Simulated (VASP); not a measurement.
**Si: single point with PBE**

The system is Si.

```xyz
4
Lattice="0.0000 -2.7348 -2.7348 0.0000 2.7348 -2.7348 5.4695 0.0000 0.0000" Properties=species:S:1:pos:R:3 pbc="T T T"
Si    0.0000    0.0145   -2.7601
Si    2.7348   -0.0145    0.0253
Si    1.3674   -1.3927   -4.0876
Si    4.1021   -1.3420   -1.3819
```

The cell isn't the ideal one: mode 4 frozen in at -0.029 Å, equal normal strain along x, y and z +0.0000.

```yaml
Program: VASP 6.6.1
Task: single point
Functional: PBE
Potentials_or_basis: VASP PAW PBE potentials, release 64 (Si)
Cutoff: 520 eV
k_mesh: 8 × 8 × 6
Occupations: gaussian, width 0.05 eV
Spin: no spin polarisation
```

| Property | Result |
| --- | --- |
| Pressure | -0.1 GPa |
| Largest force | 0.065 eV/Å |
| Band gap on the k mesh | 0.61 eV |

Forces on the atoms (eV/Å):
```
Si   0.007 -0.032  0.056
Si   0.007  0.032 -0.056
Si  -0.007  0.056 -0.032
Si  -0.007 -0.056  0.032
```

Levels at points of the mesh, in eV from the valence-band top:
| k point | band 6 | band 7 | band 8 | band 9 | band 10 | band 11 |
| --- | --- | --- | --- | --- | --- | --- |
| (0.00, 0.00, 0.00) | -0.02 | 0.00 | 0.00 | 0.75 | 0.77 | 2.55 |
| (0.50, 0.00, 0.00) | -3.67 | -1.31 | -1.31 | 2.43 | 2.43 | 4.74 |
| (0.00, 0.50, 0.00) | -3.67 | -1.30 | -1.30 | 2.44 | 2.44 | 4.74 |
| (0.50, 0.50, 0.00) | -2.80 | -2.79 | -2.79 | 0.75 | 0.75 | 0.75 |
| (0.00, 0.00, 0.50) | -1.85 | -1.85 | -1.85 | 1.15 | 1.15 | 3.13 |
| (0.50, 0.00, 0.50) | -1.18 | -1.18 | -1.18 | 1.46 | 1.46 | 3.35 |
| (0.00, 0.50, 0.50) | -1.18 | -1.18 | -1.18 | 1.46 | 1.46 | 3.34 |
| (0.50, 0.50, 0.50) | -3.76 | -3.76 | -3.76 | 4.26 | 4.26 | 4.26 |

Wall time 43 s on 1 thread of Intel(R) Xeon(R) 6975P-C (Granite Rapids) (shared host), peak memory 0.24 GiB.

A k mesh can miss the band edges.
